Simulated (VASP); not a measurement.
# CaO (Lime) (I4/mmm) in VASP: notebook

One crystal, CaO (Lime), is run at these levels: r2SCAN, HSE06; tasks: single point.

Everything below comes from runs of VASP 6.6.1. Logs are shortened: lines on timing, memory, paths and dates and some standing lists are left out, and cuts for length are marked.

## (1) The cell of the first run

The structure is tetragonal, space group I4/mmm (No. 139). The conventional cell has a = 3.477 Å, b = 3.477 Å, c = 4.795 Å, α = 90.00°, β = 90.00°, γ = 90.00°. Around Ca (site symmetry 4/mmm) lie 6 O at 2.40 to 2.46 Å. Around O (site symmetry 4/mmm) lie 6 Ca at 2.40 to 2.46 Å.

## (2) Single point, r2SCAN (biaxial_xy strain +2.6%)

File POSCAR:

```
CaO
1.0
    0.0000000000      2.4589246042      2.3975473909
    2.4589246042      0.0000000000      2.3975473909
    2.4589246042      2.4589246042      0.0000000000
Ca O
1 1
Direct
    0.0000000000      0.0000000000      0.0000000000
    0.5000000000      0.5000000000      0.5000000000
```

File INCAR.step1:

```
SYSTEM = CaO
PREC = Accurate ; ENCUT = 520
ISMEAR = 0 ; SIGMA = 0.01
LREAL = .FALSE. ; LASPH = .TRUE.
NELM = 100 ; NBANDS = 15
GGA = PE ; ALGO = Normal
EDIFF = 1E-4 ; LWAVE = .TRUE.
LCHARG = .FALSE.
```

File INCAR.step2:

```
SYSTEM = CaO
PREC = Accurate ; ENCUT = 520
EDIFF = 1E-7 ; ISMEAR = 0
SIGMA = 0.01 ; LREAL = .FALSE.
LASPH = .TRUE. ; NELM = 100
ALGO = Normal ; ISIF = 2
LWAVE = .FALSE. ; LCHARG = .FALSE.
METAGGA = R2SCAN ; LMIXTAU = .TRUE.
NBANDS = 15 ; ISTART = 1
```

File KPOINTS:

```
Automatic mesh
0
G
  10 10 10
  0 0 0
```

Potentials or basis: VASP PAW PBE potentials, release 64 (Ca_sv, O).

Started as:

```bash
$ cat potpaw_PBE.64/Ca_sv/POTCAR potpaw_PBE.64/O/POTCAR > POTCAR
$ cp INCAR.step1 INCAR
$ mpirun -np 1 vasp_std > vasp.out
$ cp INCAR.step2 INCAR
$ mpirun -np 1 vasp_std > vasp.out
```

OUTCAR:

```text
SYSTEM = CaO
   PREC = Accurate
   ENCUT = 520
   EDIFF = 1E-7
   ISMEAR = 0
   LREAL = .FALSE.
   LASPH = .TRUE.
   NELM = 100
   ISIF = 2
   METAGGA = R2SCAN
   ISTART = 1

 ion  position               nearest neighbor table
   1  0.000  0.000  0.000-   2 2.40   2 2.40   2 2.46   2 2.46   2 2.46   2 2.46
   2  0.500  0.500  0.500-   1 2.40   1 2.40   1 2.46   1 2.46   1 2.46   1 2.46

  LATTYP: Found a body centered tetragonal cell.
 ALAT       =     3.4774445241
 C/A-ratio  =     1.3789133798

  Lattice vectors:

 A1 = (   0.0000000000,  -2.4589246042,  -2.3975473909)
 A2 = (   0.0000000000,   2.4589246042,  -2.3975473909)
 A3 = (   2.4589246042,   0.0000000000,   2.3975473909)

Analysis of symmetry for initial positions (statically):
=====================================================================
 Subroutine PRICEL returns:
 Original cell was already a primitive cell.

 Routine SETGRP: Setting up the symmetry group for a
 body centered tetragonal supercell.

 Subroutine GETGRP returns: Found 16 space group operations
 (whereof 16 operations were pure point group operations)
 out of a pool of 16 trial point group operations.

The static configuration has the point symmetry D_4h.

Analysis of symmetry for dynamics (positions and initial velocities):
=====================================================================
 Subroutine PRICEL returns:
 Original cell was already a primitive cell.

 Routine SETGRP: Setting up the symmetry group for a
 body centered tetragonal supercell.

 Subroutine GETGRP returns: Found 16 space group operations
 (whereof 16 operations were pure point group operations)
 out of a pool of 16 trial point group operations.

The dynamic configuration has the point symmetry D_4h.

 Subroutine INISYM returns: Found 16 space group operations
 (whereof 16 operations are pure point group operations),
 and found     1 'primitive' translations

----------------------------------------------------------------------------------------

                                     Primitive cell

  volume of cell :      28.9926

  direct lattice vectors                    reciprocal lattice vectors
     0.000000000  2.458924604  2.397547391    -0.203340924  0.203340924  0.208546451
     2.458924604  0.000000000  2.397547391     0.203340924 -0.203340924  0.208546451
     2.458924604  2.458924604  0.000000000     0.203340924  0.203340924 -0.208546451

  length of vectors
     3.434318521  3.434318521  3.477444524     0.355227652  0.355227652  0.355227652

  position of ions in fractional coordinates (direct lattice)
     0.000000000  0.000000000  0.000000000
     0.500000000  0.500000000  0.500000000

  ion indices of the primitive-cell ions
   primitive index   ion index
                 1           1
                 2           2

----------------------------------------------------------------------------------------

 KPOINTS: Automatic mesh

Automatic generation of k-mesh.
 Grid dimensions read from file:
 generate k-points for:   10   10   10

 Generating k-lattice:

  Cartesian coordinates                     Fractional coordinates (reciprocal lattice)
    -0.020334092  0.020334092  0.020854645     0.100000000  0.000000000  0.000000000
     0.020334092 -0.020334092  0.020854645     0.000000000  0.100000000  0.000000000
     0.020334092  0.020334092 -0.020854645     0.000000000  0.000000000  0.100000000

  Length of vectors
     0.035522765  0.035522765  0.035522765

  Shift w.r.t. Gamma in fractional coordinates (k-lattice)
     0.000000000  0.000000000  0.000000000

 Subroutine IBZKPT returns following result:
 ===========================================

 Found    102 irreducible k-points:

 Following reciprocal coordinates:
            Coordinates               Weight
  0.000000  0.000000  0.000000      1.000000
  0.100000 -0.000000  0.000000      8.000000
  0.200000 -0.000000  0.000000      8.000000
  0.300000  0.000000  0.000000      8.000000
  0.400000 -0.000000  0.000000      8.000000
  0.500000 -0.000000  0.000000      4.000000
[... 16 lines left out ...]
  0.300000  0.300000  0.000000      2.000000
  0.400000  0.300000  0.000000      8.000000
 [... further k-points ...]
   k-points           NKPTS =    102   k-points in BZ     NKDIM =    102   number of bands    NBANDS=     15
   number of dos      NEDOS =    301   number of ions     NIONS =      2
   total plane-waves  NPLWV =  21952
   dimension x,y,z NGX =    28 NGY =   28 NGZ =   28
   dimension x,y,z NGXF=    56 NGYF=   56 NGZF=   56
   ions per type =               1   1
   NGX,Y,Z   is equivalent  to a cutoff of  13.55, 13.55, 13.39 a.u.
   NGXF,Y,Z  is equivalent  to a cutoff of  27.11, 27.11, 26.77 a.u.
 SYSTEM =  CaO
   PREC   = accura    normal or accurate (medium, high low for compatibility)
   ISTART =      1    job   : 0-new  1-cont  2-samecut
   ICHARG =      0    charge: 1-file 2-atom 10-const
   ISPIN  =      1    spin polarized calculation?
   LNONCOLLINEAR =      F non collinear calculations
   LSORBIT =      F    spin-orbit coupling
   LASPH  =      T    aspherical Exc in radial PAW
   ENCUT  =  520.0 eV  38.22 Ry    6.18 a.u.   6.39  6.39  6.47*2*pi/ulx,y,z
   NELM   =    100;   NELMIN=  2; NELMDL=  0     # of ELM steps
   EDIFF  = 0.1E-06   stopping-criterion for ELM
   LREAL  =      F    real-space projection
   EDIFFG = 0.1E-05   stopping-criterion for IOM
   NSW    =      0    number of steps for IOM
   IBRION =     -1    ionic relax: 0-MD 1-quasi-New 2-CG
   NFREE  =      0    steps in history (QN), initial steepest desc. (CG)
   ISIF   =      2    stress and relaxation
   ISYM   =      2    0-nonsym 1-usesym 2-fastsym
   POTIM  = 0.5000    time-step for ionic-motion
   TEBEG  =    0.0;   TEEND  =   0.0 temperature during run
   PSTRESS=    0.0 pullay stress
   NELECT =      16.0000    total number of electrons
   NUPDOWN=      -1.0000    fix difference up-down
   EMIN   =  10.00;   EMAX   =-10.00  energy-range for DOS
   EFERMI =   0.00;   METHOD = LEGACY
   ISMEAR =     0;   SIGMA  =   0.01  broadening in eV -4-tet -1-fermi 0-gaus
   EFERMI_NEDOS =   21; number of points for ismear=-14 and -15
   IALGO  =     38    algorithm
   IMIX   =      4    mixing-type and parameters
     AMIX     =   0.40;   BMIX     =  1.00
     AMIX_MAG =   1.60;   BMIX_MAG =  1.00
  volume/ion in A,a.u.               =      14.50        97.83
  Fermi-wavevector in a.u.,A,eV,Ry     =   1.342824  2.537569 24.533687  1.803175
  Thomas-Fermi vector in A             =   2.470947
   LORBIT       =      0    0 simple, 1 ext, 2 COOP (PROOUT), +10 PAW based schemes
   METAGGA = R2SCAN    functional components
   LHFCALC =     F    Hartree Fock is set to
   AEXX    =    0.0000 exact exchange contribution
   IVDW    =     0    specifies the selected vdW correction
   LEPSILON=     F    determine dielectric tensor
   LRPA    =     F    only Hartree local field effects (RPA)
 non-spin polarized calculation
 Gauss-broadening in eV      SIGMA  =   0.01
  energy-cutoff  :      520.00
  volume of cell :       28.99
 maximum number of plane-waves:       805
 NGX is ok and might be reduce to    28
   NGX = 13   NGY = 13   NGZ = 13

 number of electron      16.0000005 magnetization

 Free energy of the ion-electron system (eV)
  ---------------------------------------------------
  ext. energy  EPLUGINS =         0.00000000
  ---------------------------------------------------
  free energy    TOTEN  =       -19.43298568 eV

  energy without entropy =      -19.43298568  energy(sigma->0) =      -19.43298568

 E-fermi :   1.8800     XC(G=0): -10.8454

 val. band max:        1.8136654321   @ k =   0.0000   0.0000   0.0000
 cond. band min:       5.9166930080   @ k =   0.5000   0.5000   0.0000
 fundamental gap:      4.1030275759
 Fermi energy:         1.8800435414

 k-point     1 :       0.0000    0.0000    0.0000
  band No.  band energies     occupation
      1     -37.4633      2.00000
      2     -17.3904      2.00000
      3     -17.3904      2.00000
      4     -17.3698      2.00000
      5     -14.6149      2.00000
      6       1.7600      2.00000
      7       1.7600      2.00000
      8       1.8137      2.00000
      9       6.8272      0.00000
     10       8.4696      0.00000
     11       8.4696      0.00000
     12       8.6277      0.00000
     13       9.9279      0.00000
     14      10.1792      0.00000
     15      17.2679      0.00000

 k-point     2 :       0.1000   -0.0000    0.0000
  band No.  band energies     occupation
      1     -37.4554      2.00000
      2     -17.5106      2.00000
      3     -17.3959      2.00000
      4     -17.3802      2.00000
      5     -14.4801      2.00000
      6       1.4393      2.00000
      7       1.6356      2.00000
      8       1.6691      2.00000
      9       7.2730      0.00000
     10       8.4701      0.00000
     11       8.6416      0.00000
     12       8.7487      0.00000
     13      10.1502      0.00000
     14      10.4108      0.00000
     15      17.6474      0.00000

 k-point     3 :       0.2000   -0.0000    0.0000
  band No.  band energies     occupation
      1     -37.4347      2.00000
      2     -17.8003      2.00000
      3     -17.4102      2.00000
      4     -17.3894      2.00000
      5     -14.1698      2.00000
      6       0.7116      2.00000
      7       1.3342      2.00000
      8       1.3548      2.00000
      9       8.2717      0.00000
     10       8.5295      0.00000
     11       9.1164      0.00000
     12       9.1786      0.00000
     13      10.7315      0.00000
     14      11.0133      0.00000
     15      18.1742      0.00000
[... 343 lines left out ...]
 k-point    23 :       0.3000    0.3000    0.0000
  band No.  band energies     occupation
      1     -37.3884      2.00000
      2     -17.9239      2.00000
      3     -17.5277      2.00000
      4     -17.5277      2.00000
      5     -14.0720      2.00000
      6       0.1022      2.00000
      7       1.3917      2.00000
      8       1.3917      2.00000
      9       6.6484      0.00000
     10       9.1315      0.00000
     11      10.6927      0.00000
     12      10.8398      0.00000
     13      10.8398      0.00000
     14      12.9170      0.00000
     15      19.7287      0.00000

 k-point    24 :       0.4000    0.3000    0.0000
  band No.  band energies     occupation
      1     -37.3720      2.00000
      2     -17.9683      2.00000
      3     -17.5631      2.00000
      4     -17.5496      2.00000
      5     -14.0977      2.00000
      6       0.1711      2.00000
      7       1.2040      2.00000
      8       1.2923      2.00000
      9       6.5831      0.00000
     10       9.7412      0.00000
     11      11.0013      0.00000
     12      11.1243      0.00000
     13      11.2480      0.00000
     14      13.2412      0.00000
     15      18.0104      0.00000

 [... further k-points ...]

------------------------ aborting loop because EDIFF is reached ----------------------------------------

  FORCE on cell =-STRESS in cart. coord.  units (eV):
  Direction    XX          YY          ZZ          XY          YZ          ZX
  --------------------------------------------------------------------------------------
  -------------------------------------------------------------------------------------
  Total       -0.9990025     -0.9990025     -0.3352545      0.0000000      0.0000000     -0.0000000
  in kB      -55.2064151    -55.2064151    -18.5266791      0.0000000      0.0000000     -0.0000000
  external PRESSURE =     -42.9798365 kB  Pullay stress =       0.0000000 kB

 VOLUME and BASIS-vectors are now :
 -----------------------------------------------------------------------------
  energy-cutoff  :      520.00
  volume of cell :       28.99
      direct lattice vectors                 reciprocal lattice vectors
     0.000000000  2.458924604  2.397547391    -0.203340924  0.203340924  0.208546451
     2.458924604  0.000000000  2.397547391     0.203340924 -0.203340924  0.208546451
     2.458924604  2.458924604  0.000000000     0.203340924  0.203340924 -0.208546451

 POSITION                                       TOTAL-FORCE (eV/Angst)
 -----------------------------------------------------------------------------------
      0.00000      0.00000      0.00000         0.000000      0.000000      0.000000
      2.45892      2.45892      2.39755        -0.000000     -0.000000      0.000000
 -----------------------------------------------------------------------------------
    total drift:                                0.000000      0.000000      0.000000

  FREE ENERGIE OF THE ION-ELECTRON SYSTEM (eV)
  ---------------------------------------------------
  free  energy   TOTEN  =       -19.4329856753 eV

  energy  without entropy=      -19.4329856753  energy(sigma->0) =      -19.43298568
```

Run time: 2.5 min. Hardware: 1 thread of AMD EPYC 9R45 (Zen 5), shared host; peak memory 0.17 GiB.

Results:

- Free energy: -19.4330 eV
- Pressure: -4.3 GPa
- Band gap on the k mesh: 4.10 eV, indirect (least direct gap 4.56 eV)

Caveat: the PAW data sets were made with another functional, which shifts forces and pressure a little. A k mesh can miss the band edges.

## (3) Single point, HSE06 (biaxial_xy strain +2.6%)

POSCAR is that of step 2.

File INCAR.step1:

```
SYSTEM = CaO
  PREC = Accurate
  ENCUT = 520
  EDIFF = 1E-5
  ISMEAR = 0
  SIGMA = 0.01
  LREAL = .False.
  LASPH = .True.
  NELM = 100
  ALGO = Normal
  ISIF = 2
  LWAVE = .True.
  LCHARG = .False.
  NBANDS = 15
  GGA = PE
```

File INCAR.step2:

```
SYSTEM = CaO
  PREC = Accurate
  ENCUT = 520
  EDIFF = 1E-7
  ISMEAR = 0
  SIGMA = 0.01
  LREAL = .False.
  LASPH = .True.
  NELM = 100
  ALGO = Normal
  ISIF = 2
  LWAVE = .False.
  LCHARG = .False.
  GGA = PE
  LHFCALC = .True.
  HFSCREEN = 0.2079
  PRECFOCK = Normal
  NBANDS = 15
  ISTART = 1
```

File KPOINTS:

```
regular mesh
0
Gamma
  6 6 6
  0 0 0
```

Potentials or basis: VASP PAW PBE potentials, release 64 (Ca_sv, O).

Started as:

```bash
$ cat potpaw_PBE.64/Ca_sv/POTCAR potpaw_PBE.64/O/POTCAR > POTCAR
$ cp INCAR.step1 INCAR
$ mpirun -np 1 vasp_std > vasp.out
$ cp INCAR.step2 INCAR
$ mpirun -np 1 vasp_std > vasp.out
```

Wall time 34 min (1 thread of AMD EPYC 9R45 (Zen 5), shared host); peak memory 0.25 GiB.

It converged, with:

```
Free energy            : -14.8573 eV
Pressure               : -4.3 GPa
Band gap on the k mesh : 5.21 eV, indirect (least direct gap 5.70 eV)
```

Stress tensor (GPa, compression positive):
```
-5.40  0.00  0.00
 0.00 -5.40  0.00
 0.00  0.00 -2.07
```

Levels at points of the mesh, in eV from the valence-band top:
```tsv
k point	band 4	band 5	band 6	band 7	band 8	band 9	band 10	band 11	band 12	band 13
(0.00, 0.00, 0.00)	-19.71	-16.98	-0.03	-0.03	0.00	5.81	7.99	7.99	8.16	9.48
(0.50, 0.00, 0.00)	-19.75	-15.76	-2.73	-1.21	-1.19	8.79	9.68	10.31	10.33	12.32
(0.50, 0.50, 0.00)	-19.95	-16.71	-1.39	-0.49	-0.49	5.21	9.79	10.85	11.60	11.60
(0.50, 0.00, 0.50)	-19.91	-16.72	-1.52	-0.44	-0.42	5.31	9.75	10.87	11.50	11.68
```

Caveat: the PAW data sets were made with another functional, which shifts forces and pressure a little. A k mesh can miss the band edges.
